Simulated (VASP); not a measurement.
# GaN in VASP: one cell, several levels of theory, part 2 of 2

The system is GaN, a lower-symmetry cell derived from the rocksalt prototype, a generated structure that needn't be the ground state.

VASP 6.6.1, plane waves, PAW. The steps go on from the part before.

### 3 r2SCAN at this geometry

Input file INCAR:

```
ENCUT = 520.000000
SIGMA = 0.010000
EDIFF = 1.00e-07
ALGO = Normal
METAGGA = R2SCAN
PREC = Accurate
IBRION = -1
ISIF = 2
ISMEAR = 0
NBANDS = 16
NELM = 120
NSW = 0
LASPH = .TRUE.
LCHARG = .TRUE.
LELF = .TRUE.
LWAVE = .FALSE.
LREAL = .FALSE.
```

Input file KPOINTS:

```
KPOINTS created by Atomic Simulation Environment
0
Gamma
10 10 10
0 0 0
```

Input file KPOINTS_OPT:

```
special points
8
Reciprocal
0.0000000000 0.0000000000 0.0000000000 1
0.5000000000 0.0000000000 0.5000000000 1
0.6250000000 0.2500000000 0.6250000000 1
0.3750000000 0.3750000000 0.7500000000 1
0.5000000000 0.5000000000 0.5000000000 1
0.5000000000 0.2500000000 0.7500000000 1
0.0078120000 0.1848960000 -0.1770830000 1
0.5000000000 0.5000000000 0.0000000000 1
```

Input file POSCAR:

```
Ga N
 1.0000000000000000
     0.0000000000000000    2.1506855389999999    2.0694121833999999
     2.1506855389999999    0.0000000000000000    2.0694121833999999
     2.1506855389999999    2.1506855389999999    0.0000000000000000
 Ga  N
   1   1
Cartesian
  0.0000000000000000  0.0000000000000000  0.0000000000000000
  2.1506855389999995  2.1506855389999995  2.0694121833999994
```

Started as:

```sh
mpirun -np 1 vasp_std
```

Standard output, without the iteration lines:

```text
POSCAR found type information on POSCAR GaN
 POSCAR found :  2 types and       2 ions
 -----------------------------------------------------------------------------
|                                                                             |
|                                                                             |
|     You enforced a specific xc type in the INCAR file but a different       |
|     I HOPE YOU KNOW WHAT YOU ARE DOING!                                     |
|                                                                             |
 -----------------------------------------------------------------------------

 LDA part: xc-table for (None), standard interpolation
 POSCAR, INCAR and KPOINTS ok, starting setup
 FFT: planning ... GRIDC
 FFT: planning ... GRID_SOFT
 FFT: planning ... GRID
 WAVECAR not read
 entering main loop
 Start KPOINTS_OPT (optional k-point list driver)
k-point batch [1-8\8]
```

OSZICAR:

```text
N       E                     dE             d eps       ncg     rms          rms(c)
DAV:   1     0.636535060563E+02    0.63654E+02   -0.94778E+03  3784   0.218E+03
DAV:   2    -0.209550105083E+02   -0.84609E+02   -0.78876E+02  3752   0.328E+02
DAV:   3    -0.255328522013E+02   -0.45778E+01   -0.45641E+01  3840   0.654E+01
DAV:   4    -0.255746122355E+02   -0.41760E-01   -0.41757E-01  4016   0.660E+00
DAV:   5    -0.255750984090E+02   -0.48617E-03   -0.48617E-03  3976   0.651E-01    0.683E+00
DAV:   6    -0.209075267568E+02    0.46676E+01   -0.31898E+00  4536   0.406E+01    0.233E+00
DAV:   7    -0.209533213297E+02   -0.45795E-01   -0.39869E-01  3992   0.601E+00    0.161E+00
DAV:   8    -0.209638739513E+02   -0.10553E-01   -0.28763E-02  3928   0.393E+00    0.195E-01
DAV:   9    -0.209626597001E+02    0.12143E-02   -0.73434E-03  4480   0.248E+00    0.856E-02
DAV:  10    -0.209627363079E+02   -0.76608E-04   -0.63575E-04  3928   0.240E-01    0.787E-02
DAV:  11    -0.209627352999E+02    0.10080E-05   -0.19781E-04  3824   0.139E-01    0.529E-02
DAV:  12    -0.209627231692E+02    0.12131E-04   -0.39313E-05  4280   0.710E-02    0.400E-02
DAV:  13    -0.209627125262E+02    0.10643E-04   -0.59610E-07  4472   0.152E-02    0.287E-02
DAV:  14    -0.209627122678E+02    0.25837E-06   -0.38951E-06  4408   0.337E-02    0.143E-02
DAV:  15    -0.209627127714E+02   -0.50355E-06   -0.21033E-06  4424   0.192E-02    0.594E-03
DAV:  16    -0.209627127735E+02   -0.21655E-08   -0.22481E-07  3000   0.429E-03
   1 F= -.20962713E+02 E0= -.20962713E+02  d E =-.194837E-67
       N       E                     dE             ncg
DAV:   1     0.273564763267E+04   -0.57931E+04      288
DAV:   2     0.201102088457E+04   -0.72463E+03      328
DAV:   3     0.197495842993E+04   -0.36062E+02      304
DAV:   4     0.197465588889E+04   -0.30254E+00      352
DAV:   5     0.197465282363E+04   -0.30653E-02      312
DAV:   6     0.197465274260E+04   -0.81036E-04      376
DAV:   7     0.197465274061E+04   -0.19859E-05      288
DAV:   8     0.197465274053E+04   -0.80781E-07      288
```

From OUTCAR:

```text
k-points           NKPTS =    102   k-points in BZ     NKDIM =    102   number of bands    NBANDS=     16

   NELECT =      18.0000    total number of electrons

   dimension x,y,z NGX =    24 NGY =   24 NGZ =   24
   dimension x,y,z NGXF=    48 NGYF=   48 NGZF=   48

  energy-cutoff  :      520.00
  volume of cell :       19.14
      direct lattice vectors                 reciprocal lattice vectors
     0.000000000  2.150685539  2.069412183    -0.232484011  0.232484011  0.241614505
     2.150685539  0.000000000  2.069412183     0.232484011 -0.232484011  0.241614505
     2.150685539  2.150685539  0.000000000     0.232484011  0.232484011 -0.241614505

 k-points in reciprocal lattice and weights: KPOINTS created by Atomic Simulation Env
   0.00000000  0.00000000  0.00000000       0.001
   0.10000000  0.00000000  0.00000000       0.008
   0.20000000  0.00000000  0.00000000       0.008
   0.30000000  0.00000000  0.00000000       0.008
   0.40000000  0.00000000  0.00000000       0.008
   0.50000000  0.00000000  0.00000000       0.004
   0.10000000  0.10000000  0.00000000       0.002
   0.20000000  0.10000000  0.00000000       0.008
[... 94 more k-points ...]

 E-fermi :   7.6068

 k-point     1 :       0.0000    0.0000    0.0000
  band No.  band energies     occupation
      1     -10.4529      2.00000
      2      -6.9167      2.00000
      3      -6.9167      2.00000
      4      -6.9029      2.00000
      5      -6.8742      2.00000
      6      -6.8167      2.00000
      7       6.7241      2.00000
      8       7.0925      2.00000
      9       7.0925      2.00000
     10      10.1210      0.00000
     11      22.7680      0.00000
     12      22.7680      0.00000
     13      23.0790      0.00000
     14      23.6482      0.00000
     15      23.6483      0.00000
     16      24.6537      0.00000

 k-point     2 :       0.1000    0.0000    0.0000
  band No.  band energies     occupation
      1     -10.2599      2.00000
      2      -6.9202      2.00000
      3      -6.9144      2.00000
      4      -6.8976      2.00000
      5      -6.8772      2.00000
      6      -6.8334      2.00000
      7       5.7558      2.00000
      8       6.9196      2.00000
      9       7.0940      2.00000
     10      11.0940      0.00000
     11      20.4818      0.00000
     12      21.7377      0.00000
     13      22.4628      0.00000
     14      23.8780      0.00000
     15      23.9844      0.00000
     16      24.8650      0.00000

 k-point     3 :       0.2000    0.0000    0.0000
  band No.  band energies     occupation
      1      -9.7027      2.00000
      2      -6.9613      2.00000
      3      -6.9409      2.00000
      4      -6.9234      2.00000
      5      -6.8317      2.00000
      6      -6.8261      2.00000
      7       3.7010      2.00000
      8       7.0186      2.00000
      9       7.1068      2.00000
     10      12.4371      0.00000
     11      18.3892      0.00000
     12      19.8747      0.00000
     13      20.8694      0.00000
     14      23.8804      0.00000
     15      25.1965      0.00000
     16      25.3841      0.00000

 k-point     4 :       0.3000    0.0000    0.0000
  band No.  band energies     occupation
      1      -8.8625      2.00000
      2      -7.0280      2.00000
      3      -7.0031      2.00000
      4      -6.9627      2.00000
      5      -6.7772      2.00000
      6      -6.7654      2.00000
      7       1.6114      2.00000
      8       7.1416      2.00000
      9       7.1788      2.00000
     10      13.0349      0.00000
     11      17.4741      0.00000
     12      18.2592      0.00000
     13      19.2641      0.00000
     14      23.9611      0.00000
     15      27.1195      0.00000
     16      27.1424      0.00000

 k-point     5 :       0.4000    0.0000    0.0000
  band No.  band energies     occupation
      1      -7.9474      2.00000
      2      -7.0822      2.00000
      3      -7.0643      2.00000
      4      -7.0131      2.00000
      5      -6.7340      2.00000
      6      -6.7106      2.00000
      7      -0.0836      2.00000
      8       7.1869      2.00000
      9       7.3306      2.00000
     10      12.8928      0.00000
     11      17.1963      0.00000
     12      17.4651      0.00000
     13      18.1524      0.00000
     14      24.4670      0.00000
     15      29.5149      0.00000
     16      29.6316      0.00000

 k-point     6 :       0.5000    0.0000    0.0000
  band No.  band energies     occupation
      1      -7.4382      2.00000
      2      -7.1028      2.00000
      3      -7.1011      2.00000
      4      -7.0868      2.00000
      5      -6.7173      2.00000
      6      -6.6894      2.00000
      7      -0.7923      2.00000
      8       7.2086      2.00000
      9       7.3946      2.00000
     10      12.7479      0.00000
     11      16.8254      0.00000
     12      17.6247      0.00000
     13      17.6806      0.00000
     14      24.8318      0.00000
     15      31.6574      0.00000
     16      31.7371      0.00000

 k-point     7 :       0.1000    0.1000    0.0000
  band No.  band energies     occupation
      1     -10.1741      2.00000
      2      -6.9200      2.00000
      3      -6.8972      2.00000
      4      -6.8972      2.00000
      5      -6.8839      2.00000
      6      -6.8625      2.00000
      7       5.6823      2.00000
      8       6.8150      2.00000
      9       6.8150      2.00000
     10      11.4900      0.00000
     11      20.7689      0.00000
     12      21.5269      0.00000
     13      21.5269      0.00000
     14      22.0815      0.00000
     15      26.0637      0.00000
     16      26.0638      0.00000

 k-point     8 :       0.2000    0.1000    0.0000
  band No.  band energies     occupation
      1      -9.7306      2.00000
      2      -6.9517      2.00000
      3      -6.9404      2.00000
      4      -6.9106      2.00000
      5      -6.8580      2.00000
      6      -6.8230      2.00000
      7       4.2250      2.00000
      8       6.5914      2.00000
      9       6.8189      2.00000
     10      12.6800      0.00000
     11      18.8252      0.00000
     12      19.8443      0.00000
     13      20.6941      0.00000
     14      22.1958      0.00000
     15      26.5932      0.00000
     16      27.0934      0.00000

 k-point     9 :       0.3000    0.1000    0.0000
  band No.  band energies     occupation
      1      -9.0076      2.00000
      2      -7.0125      2.00000
      3      -6.9658      2.00000
      4      -6.9563      2.00000
      5      -6.7893      2.00000
      6      -6.7571      2.00000
      7       2.2728      2.00000
      8       6.5077      2.00000
      9       6.9084      2.00000
     10      13.4921      0.00000
     11      17.2399      0.00000
     12      18.6436      0.00000
     13      19.4128      0.00000
     14      23.1219      0.00000
     15      27.0852      0.00000
     16      28.5120      0.00000

 k-point    10 :       0.4000    0.1000    0.0000
  band No.  band energies     occupation
      1      -8.2354      2.00000
      2      -7.0468      2.00000
      3      -7.0272      2.00000
      4      -6.9293      2.00000
      5      -6.7041      2.00000
      6      -6.6669      2.00000
      7       0.4865      2.00000
      8       6.5973      2.00000
      9       6.8362      2.00000
     10      13.5470      0.00000
     11      16.1787      0.00000
     12      18.2228      0.00000
     13      18.6782      0.00000
     14      24.1480      0.00000
     15      28.2447      0.00000
     16      30.6171      0.00000

 k-point    11 :       0.5000    0.1000    0.0000
  band No.  band energies     occupation
      1      -7.8453      2.00000
      2      -7.0697      2.00000
      3      -7.0654      2.00000
      4      -6.8633      2.00000
      5      -6.6867      2.00000
      6      -6.4507      2.00000
      7      -0.5619      2.00000
      8       6.5972      2.00000
      9       6.8301      2.00000
     10      13.4113      0.00000
     11      15.6873      0.00000
     12      17.4532      0.00000
     13      19.0722      0.00000
     14      25.2719      0.00000
     15      29.3899      0.00000
     16      31.6470      0.00000

 k-point    12 :      -0.4000    0.1000    0.0000
  band No.  band energies     occupation
      1      -7.9890      2.00000
      2      -7.0771      2.00000
      3      -7.0609      2.00000
      4      -6.8604      2.00000
      5      -6.7120      2.00000
      6      -6.4551      2.00000
      7      -0.2552      2.00000
      8       6.2830      2.00000
      9       7.1168      2.00000
     10      13.5361      0.00000
     11      15.7034      0.00000
     12      17.2802      0.00000
     13      19.2011      0.00000
     14      25.7632      0.00000
     15      29.0987      0.00000
     16      30.1346      0.00000

[... the tables of k-points 13 to 102 left out ...]

  Total       -0.6487017     -0.6487017      0.1787288      0.0000000      0.0000000     -0.0000000
  in kB      -54.2906158    -54.2906158     14.9580279      0.0000000      0.0000000     -0.0000000
  external PRESSURE =     -31.2077345 kB  Pullay stress =       0.0000000 kB

 POSITION                                       TOTAL-FORCE (eV/Angst)
 -----------------------------------------------------------------------------------
      0.00000      0.00000      0.00000         0.000000      0.000000      0.000000
      2.15069      2.15069      2.06941        -0.000000     -0.000000     -0.000000
 -----------------------------------------------------------------------------------
    total drift:                                0.000000     -0.000000     -0.000000

  FREE ENERGIE OF THE ION-ELECTRON SYSTEM (eV)
  ---------------------------------------------------
  free  energy   TOTEN  =       -20.9627127735 eV

  energy  without entropy=      -20.9627127735  energy(sigma->0) =      -20.96271277
```

Hardware: 1 MPI rank of Intel Xeon Platinum 8488C, shared host.

The levels at the points of KPOINTS_OPT are read from vasprun.xml.

Near the gap, in eV above the top of the last filled band v; c is the band after it:

```
point    v−1      v     c    c+1
    Γ  -0.42  -0.42  2.61  15.25
    X  -3.29  -2.74  1.13   8.62
    U  -5.79  -2.06  3.80   9.71
    K  -5.64  -2.34  3.30   9.45
    L  -0.30  -0.12  5.23   9.31
    W  -5.41  -4.42  5.33  10.28
```

Gap with r2SCAN: 0.76 eV, valence top at (0.01, 0.18, -0.18), conduction bottom at (0.50, 0.50, 0.00). Least direct gap: 3.03 eV. Pressure: -3.12 GPa; the forces vanish within 0.01 eV/Å.

The maps below are laid out on this run's own conventional cell (a, b, c = 3.042, 3.042, 4.139 Å).

Density in a lattice plane of the grid's cell (edges 3.04 and 4.14 Å, at 0.000 of the third edge), which holds Ga and N.

Values in e/Å³, 12 rows by 8 columns:
```
10.43  5.75  0.74  0.18  0.14  0.18  0.74  5.75
 2.52  1.28  0.27  0.13  0.10  0.13  0.27  1.28
 0.61  0.45  0.23  0.11  0.08  0.11  0.23  0.45
 1.32  0.90  0.38  0.15  0.10  0.15  0.38  0.90
 3.16  2.13  0.69  0.24  0.14  0.24  0.69  2.13
 3.60  3.03  0.92  0.28  0.17  0.28  0.92  3.03
 3.16  2.13  0.69  0.24  0.14  0.24  0.69  2.13
 1.32  0.90  0.38  0.15  0.10  0.15  0.38  0.90
 0.61  0.45  0.23  0.11  0.08  0.11  0.23  0.45
 2.52  1.28  0.27  0.13  0.10  0.13  0.27  1.28
10.43  5.75  0.74  0.18  0.14  0.18  0.74  5.75
16.72  9.52  1.33  0.22  0.17  0.22  1.33  9.52
```
Columns run along the first of these edges and rows up along the second, over one cell in 8 and 12 even steps from the bottom left corner. Atoms in the plane (fractional): Ga at (0.00, 0.00), N at (0.00, 0.50).

ELF in the same plane.

Values, 12 rows by 8 columns:
```
0.03 0.07 0.20 0.12 0.09 0.12 0.20 0.07
0.22 0.22 0.15 0.08 0.05 0.08 0.15 0.22
0.46 0.40 0.24 0.07 0.04 0.07 0.24 0.40
0.81 0.77 0.55 0.17 0.05 0.17 0.55 0.77
0.58 0.78 0.75 0.33 0.09 0.33 0.75 0.78
0.06 0.66 0.80 0.40 0.11 0.40 0.80 0.66
0.58 0.78 0.75 0.33 0.09 0.33 0.75 0.78
0.81 0.77 0.55 0.17 0.05 0.17 0.55 0.77
0.46 0.40 0.24 0.07 0.04 0.07 0.24 0.40
0.22 0.22 0.15 0.08 0.05 0.08 0.15 0.22
0.03 0.07 0.20 0.12 0.09 0.12 0.20 0.07
0.21 0.03 0.20 0.13 0.11 0.13 0.20 0.03
```
Columns run along the first of these edges and rows up along the second, over one cell in 8 and 12 even steps from the bottom left corner. Atoms in the plane (fractional): Ga at (0.00, 0.00), N at (0.00, 0.50).

Both are smooth fields of the valence electrons: close to the nuclei they are not physical.

Outside the cores ELF peaks at 0.83 in the shell around N, 0.7 Å from N.

### 4 What came out

The summary covers parts 1 to 2.

| level | gap (eV) | pressure (GPa) | Ansatz: gap (eV) | Ansatz: pressure (GPa) |
| --- | --- | --- | --- | --- |
| PBE | 0.26 | 4.63 | 0.27 | 3.85 |
| r2SCAN | 0.76 | -3.12 | 0.78 | -4.31 |

What this shows: The gap spans 0.26 eV (PBE) to 0.76 eV (r2SCAN). At this one volume the pressure spans -3.1 GPa (r2SCAN) to 4.6 GPa (PBE): PBE wants the largest cell and r2SCAN the smallest. The two programs agree on the gap within 0.03 eV, far less than the spread between functionals. Each program uses its own PAW datasets and cutoff.
